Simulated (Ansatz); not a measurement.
MnO:

```
Mn O
1.0
     0.00000    2.22391    2.22391
     2.22391    0.00000    2.22391
     2.22391    2.22391    0.00000
Mn O
1 1
Direct
  0.00000 0.00000 0.00000
  0.50000 0.50000 0.50000
```

The cell is a database's computed one.

Base run:

* Program: Ansatz 0.2.0
* Functional: PBE
* Potentials or basis: Ansatz PAW
* Cutoff: 300 eV
* Density cutoff: 1200 eV
* k mesh: 10 × 10 × 10
* Occupations: fermi-dirac, width 0.05 eV
* Spin: collinear spin, ferromagnetic start
* Starting moments: [4.0, 0.0] μB

Its results: band gap on the k mesh none (metal or under the smearing width); pressure 1.0 GPa; net moment 4.80 μB per cell; site moments Mn +4.07; O +0.24 μB.

**Question.** The run is repeated on the same cell with these changes: functional from PBE to r2SCAN; cutoff from 300 eV to 500 eV (not typed: the program's choice for these potentials). What comes out?

**Answer.** Band gap on the k mesh none (metal or under the smearing width); pressure 0.3 GPa; net moment 5.00 μB per cell; site moments Mn +4.26; O +0.26 μB.

Caveats: a cell with one magnetic atom can't hold antiferromagnetic order, which such compounds often take; semilocal functionals often make such compounds metallic where correlation or magnetic order opens a gap, which also shifts bond lengths; the pressure holds a Pulay correction of +29.3 GPa for the finite cutoff (some runs); the cutoff lies under the one recommended for these potentials (some runs); the magnetic or orbital state may not be the lowest (some runs); the PAW data sets come from PBE, with cores solved anew for the run's functional, which leaves a small shift of forces and pressure (some runs).
